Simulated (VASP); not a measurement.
The system is MnS.

```
Mn S
1.0
     4.30568    0.00000    0.00000
     0.00000    4.30568    0.00000
     0.00000    0.00000    5.36058
Mn S
2 2
Direct
  0.00000 0.50000 0.00000
  0.50000 0.00000 0.50000
  0.00000 0.00000 0.25000
  0.00000 0.00000 0.75000
```

Measurements of this composition are mostly on another form, of space group No. 225.

Base run:

```yaml
Program: VASP 6.6.1
Functional: PBEsol
Potentials_or_basis: VASP PAW PBE potentials, release 64 (Mn_pv, S)
Cutoff: 520 eV
k_mesh: 5 × 5 × 4
Occupations: gaussian, width 0.05 eV
Spin: collinear spin, antiferromagnetic start
Starting_moments: "[4.0, -4.0, 0.0, 0.0] μB"
Hubbard_terms: Mn d U = 2 eV
```

Its results: band gap on the k mesh none (metal or under the smearing width); pressure -3.7 GPa; net moment 0.00 μB per cell; site moments Mn +4.31, -4.31; S +0.00 μB.

Task: The run is repeated on the same cell with these changes: hubbard terms from Mn d U = 2 eV to Mn d U = 3 eV. What comes out?

Result: Band gap on the k mesh none (metal or under the smearing width); pressure -2.4 GPa; net moment 0.00 μB per cell; site moments Mn +4.41, -4.41; S +0.00 μB.

Caveats: the PAW data sets were made with another functional, which shifts forces and pressure a little.
